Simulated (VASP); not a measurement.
A run of VASP 6.6.1 is set up as follows.

File INCAR:

```
  PREC = Accurate
  ENCUT = 520
  EDIFF = 1E-7
  ISMEAR = 0
  SIGMA = 1.0
  LREAL = False
  LASPH = True
  NELM = 80
  ALGO = Normal
  ISIF = 3
  LWAVE = False
  LCHARG = False
  GGA = PE
  IBRION = 2
  NSW = 80
  EDIFFG = -0.002
```

Contents of KPOINTS:

```
regular mesh
0
Gamma
  8 8 8
```

File POSCAR:

```
Sn
1.0
    0.0000000000      3.2333428000      3.2333428000
    3.2333428000      0.0000000000      3.2333428000
    3.2333428000      3.2333428000      0.0000000000
Sn
2
Direct
    0.0000000000      0.0000000000      0.0000000000
    0.2500000000      0.2500000000      0.2500000000
```

Potentials or basis: VASP PAW PBE potentials, release 64 (Sn_d).

Command:

```sh
$ cat potpaw_PBE.64/Sn_d/POTCAR > POTCAR
$ mpirun -np 1 vasp_std > vasp.out
```

Task: Predict the band gap on the k mesh.

Result: None (metal or under the smearing width).

Task: Estimate the space group after relaxing (to 0.05 Å).

Result: Fd-3m (No. 227).

Task: What does it give for the relaxed cell?

Result: a = 4.734 Å, b = 4.734 Å, c = 4.734 Å, α = 60.00°, β = 60.00°, γ = 60.00°.

Task: Predict the relaxed volume.

Result: 37.52 Å³/atom.

The path:
| step | energy change (eV) | largest force (eV/Å) | pressure (GPa) | volume (Å³) |
| --- | --- | --- | --- | --- |
| 1 | 0.0000 | 0.0000 | 4.23 | 67.61 |
| 2 | -0.0849 | 0.0000 | -0.64 | 76.73 |
| 3 | -0.0884 | 0.0000 | 0.02 | 75.01 |
| 4 | -0.0883 | 0.0000 | -0.04 | 75.16 |
| 5 | -0.0884 | 0.0000 | -0.01 | 75.07 |
| 6 | -0.0884 | 0.0000 | 0.00 | 75.04 |

Caveat: the volume moved by +11 % from the deposited cell, more than functionals usually miss. PBE usually gives volumes a little too large and moduli too small.
